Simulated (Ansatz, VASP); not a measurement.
**C: VASP beside Ansatz**

```
CELL_PARAMETERS angstrom
5.15060 0.00000 0.83114
0.00000 2.46627 0.00000
-1.29305 0.00000 3.02948
ATOMIC_POSITIONS crystal
C 0.91357 0.24979 0.21700
C 0.08643 0.74979 0.28300
C 0.08643 0.75021 0.78300
C 0.91357 0.25021 0.71700
```

Alike in both runs: functional PBE; k mesh 6 × 8 × 6; occupations gaussian, width 0.1 eV; no spin polarisation.

Ansatz relaxed the structure, and its values are those at the end. VASP's run is a single point on that final structure, the one shown.

|  | VASP | Ansatz |
| --- | --- | --- |
| version | VASP 6.6.1 | Ansatz 0.2.0 |
| potentials or method | VASP PAW PBE potentials, release 64 (C) | scalar-relativistic, plane waves, PAW |
| plane-wave cutoff (eV) | 520 | 420 |
| valence electrons in the cell | 16 | 16 |

Ansatz gave:

```
gap on the k mesh at the Fermi level (eV) : 0.31
least direct gap on the mesh (eV)         : 0.31
pressure (GPa)                            : 0.1
rms of the force components (eV/Å)        : 0.004
```

Q: Estimate VASP's values.

A: gap on the k mesh at the Fermi level (eV): 0.31; least direct gap on the mesh (eV): 0.31; pressure (GPa): 0.5; rms of the force components (eV/Å): 0.036.

Caveats: this functional lacks dispersion, which binds the layers, so the pressure and a relaxed spacing across them are unreliable.
